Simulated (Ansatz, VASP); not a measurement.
**Ga26SbN27 (Sb_Ga) in two plane-wave programs**

Wanted: the spread between two codes on one cell, functional and k mesh. The cell is taken from a series of runs on this material, whose earlier steps may have relaxed, scaled, displaced or heated it; both programs get it as it stands.

Main program and level: Ansatz 0.2.0; plane waves, with VASP 6.6.1 beside it; single point at r2SCAN.

**1. Starting point**

The cell holds 54 atoms: 26 Ga, 27 N and 1 Sb. Cell: a = 9.542 Å, b = 9.542 Å, c = 9.542 Å, α = 60.0°, β = 60.0°, γ = 60.0°. It derives from GaN (GaN (F-43m)). Nearest the centre at fractional (0.333, 0.667, 0.667): Sb54 at 0.36 Å, N44 at 2.03 Å, N43 at 2.24 Å, N35 at 2.25 Å, N41 at 2.25 Å, Ga12 at 3.17 Å, Ga17 at 3.17 Å, Ga26 at 3.18 Å.

Coordinates:

```xyz
54
Lattice="0.0000 6.7473 6.7473 6.7473 0.0000 6.7473 6.7473 6.7473 0.0000" Properties=species:S:1:pos:R:3 pbc="T T T"
Ga    6.7559    0.0114    6.7461
Ga    2.2620    9.0028    6.7490
Ga    4.5599   11.2284    6.7548
Ga    2.2620    6.7614    8.9916
Ga    4.5124    2.2644    2.2519
Ga    6.7646    4.5168    2.2494
Ga    4.5598    6.7675   11.2159
Ga    6.7648    2.2615    4.5044
Ga    8.9978   11.2515   11.2394
Ga    6.7414    2.2576    8.9926
Ga    2.2680    4.4810    2.2996
Ga   11.2456    6.7616    8.9854
Ga    2.2679    2.3126    4.4688
Ga    4.5098    4.5167    4.5042
Ga    6.7521    6.7507    4.4918
Ga    4.4990    2.2516    6.7491
Ga    6.7522    4.5038    6.7377
Ga    6.7455    4.4978   11.2325
Ga    9.0064    6.7587   11.2429
Ga   11.2528    9.0050   11.2285
Ga    2.2593    4.5091    6.7463
Ga    4.5048    6.7614    6.7490
Ga    6.7293    9.0599    6.7548
Ga    4.5057    4.4941    8.9928
Ga    6.7293    6.7674    9.0464
Ga    9.0093    8.9989    8.9861
N     1.1355    1.1360    1.1242
N     3.3883    3.3880    1.1280
N     5.6403    5.6317    1.1300
N     3.3882    1.1408    3.3760
N     5.6382    3.3900    3.3778
N     7.8860    5.6380    3.3446
N     5.6403    1.1427    5.6195
N     7.8860    3.3561    5.6257
N    10.3609    5.4867    5.4741
N     1.1253    3.3763    3.3639
N     3.3903    5.6316    3.3800
N     5.6194    7.8687    3.3593
N     3.3903    3.3930    5.6197
N     5.6051    5.6379    5.6256
N     7.7342    8.1131    5.4738
N     5.6198    3.3721    7.8568
N     7.7346    5.4863    8.1002
N    10.1699    7.9228    7.9096
N     1.1289    5.6286    5.6159
N     3.3845    7.8833    5.6226
N     5.6241   10.1236    5.6123
N     3.3845    5.6356    7.8714
N     5.6366    7.8881    7.8750
N     7.8800   10.1403    7.8772
N     5.6242    5.6254   10.1109
N     7.8798    7.8899   10.1272
N    10.1169   10.1196   10.1070
Sb    8.7919    6.5443    6.5314
```

**2. VASP: single point, r2SCAN**

With cell and atoms fixed, the geometry can't cause a difference; cores, projectors, grids and the points listed under the comparison can.

Lines of VASP's logs that name or quote its potential files are left out, and so is its time.

The input, INCAR:

```
SYSTEM = Ga26SbN27
PREC = Accurate
ENCUT = 580
EDIFF = 1E-06
NELM = 120
ISMEAR = 0
SIGMA = 0.01
LREAL = Auto
ALGO = Normal
METAGGA = R2SCAN
LASPH = .TRUE.
NBANDS = 280
LORBIT = 11
LWAVE = .FALSE.
LCHARG = .FALSE.
ISIF = 2
ISYM = 0
GGA_COMPAT = .FALSE.
EFERMI = MIDGAP
LMIXTAU = .TRUE.
KPAR = 4
```

The input, POSCAR:

```
Ga26SbN27
1.0
    0.0000000000      6.7472908298      6.7472908298
    6.7472908298      0.0000000000      6.7472908298
    6.7472908298      6.7472908298      0.0000000000
Ga N Sb
26 27 1
Direct
    0.0001142651      0.9997036932      0.0015679298
    0.9996482421      0.0005993997      0.3346397877
    0.9947165678      0.0063980950      0.6694122089
    0.9997346025      0.3328946676      0.0023535981
    0.0002828001      0.3334605961      0.3353136447
    0.0001266167      0.3332570421      0.6693045168
    0.9947473661      0.6675417347      0.0082548338
    0.0000803979      0.6675110929      0.3350846246
    0.9998847212      0.6658814233      0.6676679211
    0.3341207590      0.9986569115      0.0004686418
    0.3343981127      0.0064178444      0.3297133313
    0.3335657064      0.9981326996      0.6685558392
    0.3344702360      0.3278449189      0.0082808146
    0.3342900418      0.3332621705      0.3351249959
    0.3327594097      0.3329580112      0.6677507596
    0.3335825300      0.6666786151      0.0001146158
    0.3326710502      0.6659037686      0.3348239523
    0.6658100580      0.9989303012      0.0008012027
    0.6665780926      0.9997037523      0.3351093331
    0.6655002730      0.9986459499      0.6691027054
    0.6666468702      0.3332079295      0.0016345192
    0.6673502184      0.3329012277      0.3347420500
    0.6732575161      0.3278526372      0.6694875478
    0.6655451892      0.6672564232      0.0005178252
    0.6731889161      0.6675541555      0.3297847542
    0.6651296705      0.6666755321      0.6685745595
    0.0833470586      0.0832739821      0.0850179256
    0.0835633215      0.0836204501      0.4185585275
    0.0831027685      0.0843750641      0.7515567740
    0.0836348931      0.4167156069      0.0854469078
    0.0837052195      0.4169119409      0.4187139843
    0.0812654238      0.4144307301      0.7543310346
    0.0831389443      0.7497171133      0.0862221756
    0.0811970728      0.7525705919      0.4161970362
    0.0444610674      0.7668475316      0.7687106025
    0.4160844482      0.0824663243      0.0843061872
    0.4165642567      0.0843775062      0.4180879332
    0.4156133302      0.0822570123      0.7505867924
    0.4166458578      0.4162386697      0.0862223872
    0.4193116637      0.4144507939      0.4162643595
    0.4337062138      0.3775460775      0.7687242116
    0.4156576826      0.7487811433      0.0841178056
    0.4336476056      0.7668663275      0.3794580237
    0.4196157437      0.7526522312      0.7546055858
    0.7496055705      0.0827108115      0.0845963108
    0.7500316479      0.0832801997      0.4183314172
    0.7493171890      0.0824643496      0.7510738943
    0.7501210620      0.4164858922      0.0851240572
    0.7504148289      0.4167272776      0.4186550464
    0.7512311209      0.4162374021      0.7516345849
    0.7493473954      0.7491712768      0.0843828153
    0.7512189951      0.7497161112      0.4181287586
    0.7491739763      0.7487656176      0.7506332994
    0.3174455920      0.6505505940      0.6524727334
```

The input, KPOINTS:

```
Points of the shifted mesh
8
Reciprocal
 0.2500000000  0.2500000000  0.2500000000 1
 0.2500000000  0.2500000000  0.7500000000 1
 0.2500000000  0.7500000000  0.2500000000 1
 0.2500000000  0.7500000000  0.7500000000 1
 0.7500000000  0.2500000000  0.2500000000 1
 0.7500000000  0.2500000000  0.7500000000 1
 0.7500000000  0.7500000000  0.2500000000 1
 0.7500000000  0.7500000000  0.7500000000 1
```

PAW data sets: Ga_d, N and Sb (PBE family, release 64).

On the command line:

```bash
mpirun -np 8 vasp_std
```

Numbers of over 12 decimals in the logs are rounded to 6 here.

Log:

```text
[banner, memory and clock lines left out]
running    8 mpi-ranks, on    1 nodes
[...]
|                                                                             |
|           W    W    AA    RRRRR   N    N  II  N    N   GGGG   !!!           |
|           W    W   A  A   R    R  NN   N  II  NN   N  G    G  !!!           |
|           W    W  A    A  R    R  N N  N  II  N N  N  G       !!!           |
|           W WW W  AAAAAA  RRRRR   N  N N  II  N  N N  G  GGG   !            |
|           WW  WW  A    A  R   R   N   NN  II  N   NN  G    G                |
|           W    W  A    A  R    R  N    N  II  N    N   GGGG   !!!           |
|                                                                             |
|     For optimal performance we recommend to set                             |
|       NCORE = 2 up to number-of-cores-per-socket                            |
|     NCORE specifies how many cores store one orbital (NPAR=cpu/NCORE).      |
|     This setting can greatly improve the performance of VASP for DFT.       |
[...]
|               ----> ADVICE to this user running VASP <----                  |
|                                                                             |
|     You enforced a specific xc type in the INCAR file but a different       |
|     [... a line on the potential file left out ...]
|     I HOPE YOU KNOW WHAT YOU ARE DOING!                                     |
|                                                                             |

 LDA part: xc-table for (None), standard interpolation
 POSCAR, INCAR and KPOINTS ok, starting setup
[...]
entering main loop
       N       E                     dE             d eps       ncg     rms          rms(c)
DAV:   1     0.942522281783E+04    0.94252E+04   -0.18421E+05  4600   0.346E+03
DAV:   2     0.190839349889E+04   -0.75168E+04   -0.71437E+04  4480   0.101E+03
DAV:   3    -0.352572703774E+03   -0.22610E+04   -0.21235E+04  5320   0.352E+02
DAV:   4    -0.691287942865E+03   -0.33872E+03   -0.32722E+03  4984   0.135E+02
[...]
DAV:  25    -0.599795488398E+03   -0.41797E-05   -0.74745E-06  4280   0.127E-02    0.488E-03
DAV:  26    -0.599795489755E+03   -0.13575E-05   -0.50499E-07  2624   0.304E-03    0.349E-03
DAV:  27    -0.599795489626E+03    0.12946E-06   -0.13775E-07  2624   0.250E-03
   1 F= -.59979549E+03 E0= -.59979549E+03  d E =0.000000E+00
```

OUTCAR, selected parts (step 2):

```text
  Total       18.5086689     18.5183582     18.5182219     -4.2601870     -4.2839207     -4.2650733
  in kB       48.2689090     48.2941777     48.2938223    -11.1101765    -11.1720719    -11.1229196
  external PRESSURE =      48.2856364 kB  Pullay stress =       0.0000000 kB

 POSITION                                       TOTAL-FORCE (eV/Angst)
 -----------------------------------------------------------------------------------
      6.75587      0.01135      6.74606         0.127167     -0.036249     -0.027222
      2.26196      9.00283      6.74896         0.097259     -0.100110      0.101448
      4.55989     11.22836      6.75481         0.199471     -0.305160      0.182108
      2.26202      6.76138      8.99164         0.095632      0.088554     -0.100319
      4.51241      2.26437      2.25186         0.025705      0.030965      0.034492
      6.76457      4.51685      2.24944        -0.119347     -0.115883      0.043355
      4.55980      6.76755     11.21595         0.201835      0.191170     -0.301633
      6.76480      2.26146      4.50443        -0.131088      0.052215     -0.114641
      8.99785     11.25146     11.23941         0.034338     -0.471378     -0.469832
      6.74139      2.25757      8.99264         0.174073      0.000939     -0.010921
      2.26797      4.48095      2.29958         0.189572     -0.302165      0.199849
     11.24563      6.76161      8.98536         0.344698     -0.479004      0.341299
      2.26794      2.31264      4.46883         0.189489      0.204598     -0.301045
      4.50980      4.51674      4.50417         0.045770     -0.123134     -0.109531
[...]
-----------------------------------------------------------------------------------
    total drift:                                0.035384      0.054962     -0.016691

  FREE ENERGIE OF THE ION-ELECTRON SYSTEM (eV)
  ---------------------------------------------------
  free  energy   TOTEN  =      -599.7954896256 eV

  energy  without entropy=     -599.7954896256  energy(sigma->0) =     -599.79548963

[... 2 further parts left out ...]
```

The run ends at a pressure of 4.83 GPa, with forces up to 2.2 eV/Å.

**3. Ansatz: single point, r2SCAN**

Ansatz runs on its PAW soft_1 files.

The same cell, functional and mesh now go to Ansatz.

The input, input.yaml:

```yaml
crystal:
  checkpoint: "../qm1_M1.relax.run"
  host: checkpoint
basis:
  ecutwfc: 500
  xc_grid: 2
hamiltonian:
  xc: r2scan
  pseudopotentials: { kind: paw, azcp: { folder: soft_1 } }
kpoints:
  mp_grid: { grid: [2, 2, 2], shift: [0.5, 0.5, 0.5] }
scf:
  occupations: { method: fixed }
  max_iter: 100
output:
  forces: true
  eigenvalues: true
  charged_corrections: { defect_position: [0.333333, 0.666667, 0.666667] }
checkpoint:
  read: "../qm1_M1.relax.run"
  write: "../qm1_M1.point_neutral.run"
  compress: false
  write_wavefunctions: false
  write_every: 100000
```

On the command line:

```bash
ansatz run input.yaml --threads 4 --pin off --max-ram 15073MiB --backend cpu --events-out ev --progress --plain --runs-dir out
```

Log:

```text
Warning: checkpoint.read: spin treatment differs: saved collinear, current unpolarized; the saved charge density seeds this run and the saved magnetisation is not carried: this deck is unpolarised; the saved density holds an absolute magnetisation of 1.1e0 μB; saved orbitals and DFT+U occupations are not carried; the saved kinetic-energy density and PAW projector densities are carried summed over spin
checkpoint.read: the saved state was converged at a total charge of -1 e, and this run's is 0 e: a saved density that it takes is scaled to its electron count
crystal.checkpoint: the structure is that of <dir>, a `relax` run, at its step 8: its result, under r2scan at a charge of -1 e; 54 atoms read, 0 with a starting moment; this deck's charge is 0 e; crystal.structure_sha256 for this input is
Engine: ansatz 0.2.0, aarch64-unknown-linux-gnu
Pseudopotentials: kind: paw
Pseudopotential: Ga, paw, valence charge 13, recommended cutoff 500 eV (meta_gga), soft_1/Ga.paw.azcp
Pseudopotential: N, paw, valence charge 5, recommended cutoff 500 eV (meta_gga), soft_1/N.paw.azcp
Pseudopotential: Sb, paw, valence charge 15, recommended cutoff 500 eV (meta_gga), soft_1/Sb.paw.azcp
Functional definition: r2SCAN
  parameter k0 = 0.174
  parameter k1 = 0.065
  parameter a1 = 4.9479
  exchange = r2scan_x(k0 = k0, k1 = k1, a1 = a1)
  correlation = r2scan_c
Crystal: 54 atoms, lattice volume = 614.353 Å³
Basis set: ecut = 500 eV, 15593 PW (Γ), exchange–correlation on 144×144×144 points (8 copies of the dense FFT grid, shifted against one another)
Bands: 298, of which v1, the nominal top of the filled ones, is band 244 counted from 1 (243 counted from 0)
Symmetry: 1 space group operations
Space group: P1 (ITA 1), of the structure as read, at distance tolerance 8.5e-5 Å
k-points: 4 of 8 (time reversal used)
Non-local potential: Ga, projectors of the file, l = 0: 2, l = 1: 2, l = 2: 3, l = 3: 1
Non-local potential: N, projectors of the file, l = 0: 2, l = 1: 2, l = 2: 1
Non-local potential: Sb, projectors of the file, l = 0: 2, l = 1: 2, l = 2: 2, l = 3: 1
PAW form: soft (Blöchl's): semilocal exchange-correlation on the pseudo side does not see the compensation charge
PAW frozen core: Ga, regenerated for the run's functional (the file was generated under x = pbe(κ = 0.804, μ = 0.219515), c = pbe(β = 0.066725))
PAW frozen core: N, regenerated for the run's functional (the file was generated under x = pbe(κ = 0.804, μ = 0.219515), c = pbe(β = 0.066725))
PAW frozen core: Sb, regenerated for the run's functional (the file was generated under x = pbe(κ = 0.804, μ = 0.219515), c = pbe(β = 0.066725))
PAW one-centre angular grid: Ga, 590 points (default); XC on 160 Gauss nodes
PAW one-centre angular grid: N, 302 points (default); XC on 160 Gauss nodes
PAW one-centre angular grid: Sb, 590 points (default); XC on 160 Gauss nodes
Initial density: read from a saved state, or passed on in memory by an earlier SCF of this step, an earlier step, the calling program or the single point that the run made first
Initial wavefunctions: pseudopotential atomic-orbital guess
Functional: x = r2scan, c = r2scan; τ floored in thin density (d = 2e-4 eV/Å³)
iter 1 solved again at ethr=2.11e-4 eV; its pass at ethr=3.10e-3 eV (dr2=1.03e0 eV) is discarded
SCF iter   1: F=—  HF=-115465.689003 eV  |F-HF|=—  |Δ(HF+E_count)|=         —  Δρ=1.13e-2  dr2=1.03e0  dr2_τ=1.14e-2  ethr=2.11e-4  ⟨swp⟩=1.0  Hψ=5686  notcnv=0  defer=204
preconditioner: auto → Resta (q_TF=auto, 2.626 Å⁻¹)  ε∞=4.4  [insulator: Δε(μ)=0.755 eV  Ē_g=17.888 eV  n_scr=168 (ndim 8)  ℏωp=33.1 eV  f_vac=0.001  ε∞_Penn≈4.4]
SCF iter   2: F=—  HF=-115465.418557 eV  |F-HF|=—  |Δ(HF+E_count)|=   2.70e-1  Δρ=4.47e-3  dr2=2.05e-1  dr2_τ=5.67e-3  ethr=2.11e-4  ⟨swp⟩=3.8  Hψ=1949  notcnv=0  defer=208
SCF iter   3: F=—  HF=-115465.366875 eV  |F-HF|=—  |Δ(HF+E_count)|=   5.17e-2  Δρ=1.90e-3  dr2=3.67e-2  dr2_τ=2.13e-3  ethr=4.21e-5  ⟨swp⟩=4.0  Hψ=2296  notcnv=0  defer=148
automatic band count: iteration 3 solves 283 bands in place of 298: the levels show a gap, and the empty bands left out lie too high to hold charge; the band table lists the bands solved (type scf.n_extra_bands for more)
SCF iter   4: F=—  HF=-115465.362911 eV  |F-HF|=—  |Δ(HF+E_count)|=   3.96e-3  Δρ=9.44e-4  dr2=3.91e-3  dr2_τ=9.54e-5  ethr=7.52e-6  ⟨swp⟩=3.0  Hψ=1987  notcnv=0  defer=148
SCF iter   5: F=—  HF=-115465.364497 eV  |F-HF|=—  |Δ(HF+E_count)|=   1.59e-3  Δρ=3.25e-4  dr2=6.14e-4  dr2_τ=1.08e-4  ethr=8.01e-7  ⟨swp⟩=2.0  Hψ=1974  notcnv=0  defer=148
SCF iter   6: F=—  HF=-115465.364349 eV  |F-HF|=—  |Δ(HF+E_count)|=   1.48e-4  Δρ=7.30e-5  dr2=2.58e-5  dr2_τ=2.20e-6  ethr=1.26e-7  ⟨swp⟩=2.0  Hψ=1974  notcnv=0  defer=142
SCF iter   7: F=—  HF=-115465.364333 eV  |F-HF|=—  |Δ(HF+E_count)|=   1.53e-5  Δρ=4.63e-5  dr2=1.12e-5  dr2_τ=7.81e-7  ethr=5.29e-9  ⟨swp⟩=2.0  Hψ=2108  notcnv=0  defer=134
[...]
k-point 1: bands = [... 240 lower, 9.2224, 9.3387, 9.4680, 11.6460, 12.7468, 13.5801, 13.8797, 14.3454, ... 35 higher]
  k-point 2: bands = [... 240 lower, 9.2224, 9.3386, 9.4681, 11.6463, 12.7468, 13.5803, 13.8797, 14.3452, ... 35 higher]
  k-point 3: bands = [... 240 lower, 9.2225, 9.3387, 9.4680, 11.6459, 12.7468, 13.5800, 13.8797, 14.3455, ... 35 higher]
```

**4. Side by side**

Known differences besides the potentials themselves: VASP keeps PBE cores, Ansatz makes them for the functional; fixed occupations in Ansatz, narrow Gaussian smearing in VASP; the data sets hold 488 valence electrons in Ansatz (on its PAW soft_1 files) and 478 in VASP; the cutoff is 500 eV in Ansatz and 580 eV in VASP (PREC = Accurate, projectors in real space). Total energies have different zeros and are not compared.

Compared:

```tsv
quantity	Ansatz	VASP	difference
gap on the k mesh (eV)	0.898	0.877	+0.021
```

Forces on 7 of the 54 atoms, those with the largest forces and the largest differences (eV/Å; atoms numbered as in POSCAR):

```tsv
atom	Ansatz x, y, z	VASP x, y, z
Ga12	0.337, -0.462, 0.338	0.345, -0.479, 0.341
Ga15	-0.481, 0.034, -0.481	-0.485, 0.035, -0.471
N35	-0.379, 0.510, 0.511	-0.400, 0.502, 0.506
N41	0.514, -0.374, 0.513	0.506, -0.395, 0.507
N43	0.512, 0.513, -0.378	0.505, 0.504, -0.398
N44	-1.216, -1.217, -1.216	-1.246, -1.250, -1.249
Sb54	0.626, 0.624, 0.627	0.651, 0.645, 0.652
```

The forces differ by 8.9 meV/Å r.m.s., which is 3.2 % of the r.m.s. force of 0.282 eV/Å (both taken over all components). A gap on the mesh is an upper bound, since the band edges may lie between its points.

**5. Outcome**

| Quantity | Value |
| --- | --- |
| r.m.s. force difference (single point, r2SCAN) | 3.2 % of the r.m.s. force |

The r.m.s. force difference is 3.2 % of the r.m.s. force (single point, r2SCAN), beyond the 3 % picked in this series as the mark of a large difference. The data sets hold unlike numbers of valence electrons (488 in Ansatz and 478 in VASP), so part of the differences comes from the potentials. How closely two codes agree says nothing of how well the functional describes the real material.

[Lines on the potential files, build, host, timing and source positions are cut from VASP's logs without a mark.]

[Logs are printed without paths, hosts, clocks, repeated set-up lines and the standing remarks that a program may print on its own settings, such as how far it seeks lower states.]

[Hosts, paths, dates, database ids (printed as entryN), source tags and the programs' standing remarks are cut or masked in the printed files.]
